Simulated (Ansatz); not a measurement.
## Si7Ge: ideal shear of a crystal plane

Theory: Ansatz 0.2.0, DFT r2SCAN, scalar-relativistic, plane waves, PAW. Settings: plane waves to 500 eV, k-mesh 6×6×3 (Γ-centred), Gaussian smearing 0.05 eV. No spin polarisation. Energies are free energies at this smearing, counted from the undisturbed cell; pressure is positive in compression.

The starting cell (relaxed at this level; it needn't be the usual structure):

```yaml
crystal:
  lattice:
    - [0.00000, -5.46797, 0.00000]
    - [0.00000, 0.00000, -5.46797]
    - [10.93594, 0.00000, 0.00000]
  atoms:
    - { symbol: Si, position: [0.74757, 0.74757, 0.06312] }
    - { symbol: Si, position: [0.74757, 0.74757, 0.56312] }
    - { symbol: Si, position: [0.50000, 0.50000, 0.93690] }
    - { symbol: Si, position: [0.50000, 0.50000, 0.43690] }
    - { symbol: Si, position: [0.50000, 0.00000, 0.18690] }
    - { symbol: Si, position: [0.50000, 0.00000, 0.68690] }
    - { symbol: Si, position: [0.00000, 0.50000, 0.18690] }
    - { symbol: Si, position: [0.00000, 0.50000, 0.68690] }
    - { symbol: Si, position: [0.74757, 0.25243, 0.31068] }
    - { symbol: Si, position: [0.74757, 0.25243, 0.81068] }
    - { symbol: Si, position: [0.25243, 0.74757, 0.31068] }
    - { symbol: Si, position: [0.25243, 0.74757, 0.81068] }
    - { symbol: Si, position: [0.25243, 0.25243, 0.06312] }
    - { symbol: Si, position: [0.25243, 0.25243, 0.56312] }
    - { symbol: Ge, position: [0.00000, 0.00000, 0.93690] }
    - { symbol: Ge, position: [0.00000, 0.00000, 0.43690] }
```

The cut lies on the cell's a–b face, a (1 0 0) plane (indices in the standard cell, whose axes needn't be the Cartesian ones shown) of area 29.90 Å², between layers 1.38 Å apart. Vector c is tilted by f times 1·a + 0·b (length 5.468 Å) with the atoms' Cartesian places fixed: one unrelaxed fault a cell. The traction is dγ/du, the slope of γ against the slip u in Å. Some rows repeat others by symmetry and weren't run.

| f | γ (mJ/m²) | traction (GPa) |
| --- | --- | --- |
| 0.0000 | 0 | 0.0 |
| 0.1000 | 938 | 31.5 |
| 0.2000 | 2814 | 28.6 |
| 0.3000 | 3758 | 6.9 |
| 0.4000 | 3934 | 1.7 |
| 0.5000 | 3967 | -0.2 |
| 0.6000 | 3934 | -1.7 |
| 0.7000 | 3758 | -6.9 |
| 0.8000 | 2814 | -28.6 |
| 0.9000 | 938 | -31.5 |

Problem. Read off the first barrier and the stress needed to climb it, and compare with Frenkel's sinusoid.

Solution. The first sampled maximum lies at f = 0.500, a slip of 2.73 Å, with γ ≈ 3967 mJ/m², which stands in for the unstable fault energy γ_us, and the steepest sampled slope before it is 31.5 GPa. A sinusoid γ = γ_us sin²(πu/λ) with its maximum there has λ = 5.47 Å and a largest slope πγ_us/λ = 22.8 GPa (1 mJ/m² per Å = 0.01 GPa).

Problem. Is there a metastable fault on this line?

Solution. Apart from points where γ returns to about zero, no local minimum shows among the samples, so at this sampling the line offers no fault for a dislocation to split on; a fault can still lie off the line.

The cut is rigid; relaxing the faces lowers these energies and usually the stresses.

The gap closes along the scan, which can put kinks into the curve.

Cost: 6 runs of about 10 core-minutes in all, on Intel Xeon 6975P-C (Granite Rapids) (shared hosts).